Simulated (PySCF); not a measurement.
One of the candidates below gave these computed data.

All candidates are C5H12N (charge +1).

- Valence photoelectron: vertical ionisation energy: 15.88 eV [ΔSCF B3LYP/def2-SVPD]
- UV, first state: lowest singlet excitation: 8.06 eV (154 nm, f = 0.010) [TDDFT B3LYP/def2-SVPD]
- UV, strongest line: among the 10 lowest singlet transitions: S5 at 9.04 eV (137 nm, f = 0.086) [TDDFT B3LYP/def2-SVPD]
- 13C NMR: chemical shifts (computed TMS as zero) by class: 50.9 (2 C), 25.0 (2 C), 22.7 (1 C) ppm [GIAO B97-2/pcSseg-1]
- Polarisability: 61.0 au [B3LYP/def2-SVPD]
- Rotational structure: rotational constants A, B, C: 4.380, 4.283, 2.473 GHz [PBE0-D3(BJ)/def2-SVP]
- Triplet: lowest triplet excitation (Tamm–Dancoff): 7.96 eV [TDA B3LYP/def2-SVPD]
- Couplings: largest of the computed one-bond spin–spin couplings (means over like bonds): 13C–1H +153.0 (×4), 13C–1H +139.3 (×2), 13C–1H +138.1 (×4), 15N–1H -77.6 (×2), 13C–13C +35.1 (×2), 13C–13C +33.7 (×2), 15N–13C -3.1 (×2) Hz [B3LYP/pcJ-1, spin–dipole term left out for some pairs]
- 1H NMR: chemical shifts (computed TMS as zero) by class: 4.02 (2 H), 3.35 (4 H), 2.06 (4 H), 1.96 (2 H) ppm [GIAO B97-2/pcSseg-1]

Electronic properties: PySCF, gas phase, density fitting. Levels stand in brackets. Isolated species at its PBE0-D3(BJ)/def2-SVP geometry (one conformer only). NMR classes are plain means over equivalent atoms (diastereotopic ones count apart unless rotation or inversion swaps them), as if these changed places fast.

Question: Which candidate is it?
A. `C[C@@H]1CC[C@H]1[NH3+]`
B. `CC[NH+]1CCC1`
C. `C1CC[NH2+]CC1`

Answer: C. It is `C1CC[NH2+]CC1`. Numbering: `[CH2:1]1[CH2:2][CH2:3][NH2+:4][CH2:5][CH2:6]1`. 5 carbons fall into 3 classes; from least to most shielded: ring sp3 carbon bound to nitrogen [C3/C5] (50.9 ppm, 2 C), ring CH2 carbon [C2/C6] (25.0 ppm, 2 C), ring CH2 carbon [C1] (22.7 ppm). Hydrogen classes from least to most shielded: 2 H on an ammonium nitrogen, N4 (4.02 ppm, a mean of values up to 0.8 ppm apart in this geometry), 4 H on 2 like atoms (sp3 carbon bound to nitrogen), C3/C5 (3.35 ppm), 4 H on 2 ring CH2 carbons, C2/C6 (2.06 ppm, a mean of values up to 0.5 ppm apart in this geometry), 2 H on a ring CH2 carbon, C1 (1.96 ppm, a mean of values up to 0.5 ppm apart in this geometry). The couplings run between: +153.0 Hz, sp3 carbon bound to nitrogen [C3] and its hydrogen (with 3 like pairs); +139.3 Hz, ring CH2 carbon [C1] and its hydrogen (with 1 like pair); +138.1 Hz, ring CH2 carbon [C2] and its hydrogen (with 3 like pairs); -77.6 Hz, ammonium nitrogen [N4] and its hydrogen (with 1 like pair); +35.1 Hz, ring CH2 carbon [C2] and sp3 carbon bound to nitrogen [C3] (with 1 like pair); +33.7 Hz, ring CH2 carbon [C1] and ring CH2 carbon [C2] (with 1 like pair); -3.1 Hz, ammonium nitrogen [N4] and sp3 carbon bound to nitrogen [C3] (with 1 like pair). S1 is mainly HOMO→LUMO (weight 0.87); the largest Löwdin shares of the orbital it empties are 0.26 on a ring CH2 carbon, 0.16 on a methylene hydrogen and 0.14 on each of 2 atoms of one kind (ring CH2 carbon), of the orbital it fills 0.22 on an N–H hydrogen, 0.18 on an N–H hydrogen and 0.16 on the ammonium nitrogen. The optimised geometry has point group Cs and is an asymmetric top.

The others, at the same levels:
- `C[C@@H]1CC[C@H]1[NH3+]` fails: its computed lowest singlet excitation is 7.09 eV (175 nm, f = 0.002) (against 8.06 eV), vertical ionisation energy is 15.19 eV (against 15.88 eV) and lowest triplet excitation (Tamm–Dancoff) is 7.04 eV (against 7.96 eV).
- `CC[NH+]1CCC1` fails: its computed lowest singlet excitation is 8.78 eV (141 nm, f = 0.003) (against 8.06 eV), vertical ionisation energy is 16.43 eV (against 15.88 eV) and lowest triplet excitation (Tamm–Dancoff) is 8.61 eV (against 7.96 eV).

Each candidate is one conformer, not necessarily the lowest. Dipoles, sizes and rotational constants follow the conformer. The torsions of the flexible species, by atom-mapped SMILES:
- `[CH3:1][CH2:2][NH+:3]1[CH2:4][CH2:5][CH2:6]1`: C1–C2–N3–C4 -70°
